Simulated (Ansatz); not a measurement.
C in the diamond structure was relaxed with r2SCAN, strained in 2 ways (changes of length per length), its atoms relaxed again with r2SCAN, and run with PBE in the plane-wave code Ansatz. No spin polarisation and no zero-point or thermal motion.

Xy shear, engineering strain (angle) +4.82 %. Input:
```yaml
crystal:
  lattice:
    - [0.0429009918, 1.7801241411, 1.7801241411]
    - [1.7801241411, 0.0429009918, 1.7801241411]
    - [1.8230251329, 1.8230251329, 0.0]
  atoms:
    - { symbol: C, position: [0.0003893714, 0.0003893714, -0.0003893714] }
    - { symbol: C, position: [0.2496106286, 0.2496106286, 0.2503893714] }
kpoints:
  mp_grid: { grid: [12, 12, 12] }
  band_path:
    path:
      - [0.0, 0.0, 0.0]
      - [0.5, 0.0, 0.5]
      - [0.625, 0.25, 0.625]
      - [0.375, 0.375, 0.75]
      - [0.5, 0.5, 0.5]
      - [0.5, 0.25, 0.75]
      - [0.35, 0.0, 0.35]
    npoints: 1
hamiltonian:
  xc: pbe
scf:
  occupations: { method: fermi_dirac, width: 0.02 }
  n_extra_bands: 4
output:
  forces: true
  stress: true
  eigenvalues: true
```

Main results, then levels in eV from the Fermi energy at the points of the path (names of the unstrained zone, bands numbered from 0):
```
Crystal: 2 atoms, lattice volume = 11.275 Å³
Basis set: ecut = 420 eV, 225 PW (Γ)
Symmetry: 8 space group operations
Space group: Imma (ITA 74)
k-points: 280 of 1728
Free energy (F): -501.567465 eV
Fermi energy:    15.372110 eV
--- Forces (eV/Å), atoms counted from 1 ---
  atom   1  C       0.00000      0.00000      0.05278
  atom   2  C       0.00000      0.00000    -0.05278
--- Stress (GPa, compression-positive) ---
        5.822597     -27.589383       0.000000
      -27.589383       5.822597       0.000000
        0.000000       0.000000       4.419512
  P = ⅓ Tr σ = 5.3549 GPa (53.549 kbar)
```
```tsv
point	band_0	band_1	band_2	band_3	band_4	band_5	band_6
Γ	-23.514	-1.993	-1.988	-1.881	2.977	3.539	4.375
X	-14.758	-14.758	-8.276	-8.276	2.836	2.836	14.805
U	-15.025	-13.651	-11.326	-7.337	3.755	8.836	12.164
K	-15.443	-13.508	-11.414	-6.912	4.646	7.610	12.610
L	-18.037	-15.381	-4.555	-4.526	6.137	7.065	7.726
W	-14.389	-13.520	-10.345	-10.304	8.065	9.090	9.856
(0.350,0,0.350)	-19.071	-9.707	-7.479	-7.469	2.217	5.394	12.519
```

PBE gives an indirect gap of 3.78 eV, from Γ to X (-1/2, -1/2, 0); the least direct gap is 4.86 eV at Γ. (Strain can split the valleys, and only one was followed off the mesh: the true gap may be a little smaller.) With the atoms held, the mean pressure is +5.35 GPa (compression positive).

Problem. Uniaxial -3.34 % along x, other directions held gives these blocks instead:
```yaml
crystal:
  lattice:
    - [0.0, 1.7801241411, 1.7801241411]
    - [1.7206679948, 0.0, 1.7801241411]
    - [1.7206679948, 1.7801241411, 0.0]
  atoms:
    - { symbol: C, position: [0.0, 0.0, 0.0] }
    - { symbol: C, position: [0.25, 0.25, 0.25] }
```
What comes out?

Solution.
```
Crystal: 2 atoms, lattice volume = 10.905 Å³
Basis set: ecut = 420 eV, 197 PW (Γ)
Symmetry: 16 space group operations
Space group: I41/amd (ITA 141)
k-points: 163 of 1728
Free energy (F): -501.561101 eV
Fermi energy:    16.060236 eV
--- Forces (eV/Å), atoms counted from 1 ---
  atom   1  C       0.00000      0.00000      0.00000
  atom   2  C       0.00000      0.00000      0.00000
--- Stress (GPa, compression-positive) ---
       41.615136       0.000000       0.000000
        0.000000       9.824779       0.000000
        0.000000       0.000000       9.824779
  P = ⅓ Tr σ = 20.4216 GPa (204.216 kbar)
```
```tsv
point	band_0	band_1	band_2	band_3	band_4	band_5	band_6
Γ	-24.036	-2.188	-2.188	-1.681	3.412	3.839	3.839
X	-15.251	-15.251	-8.387	-8.387	3.112	3.112	15.262
U	-15.274	-14.178	-11.738	-7.418	4.055	9.350	12.674
K	-15.274	-14.178	-11.738	-7.418	4.055	9.350	12.674
L	-18.024	-15.841	-5.235	-4.622	6.354	6.456	7.761
W	-14.313	-14.313	-10.716	-10.716	9.286	9.286	11.337
(0.350,0,0.350)	-19.590	-10.120	-7.620	-7.524	2.493	5.610	12.397
```
PBE gives an indirect gap of 3.38 eV, from Γ to Γ–X (0.67 of the way from Γ); the least direct gap is 5.09 eV at Γ. (Strain can split the valleys, and only one was followed off the mesh: the true gap may be a little smaller.) The mean pressure at these positions is +20.42 GPa, compression counted positive.
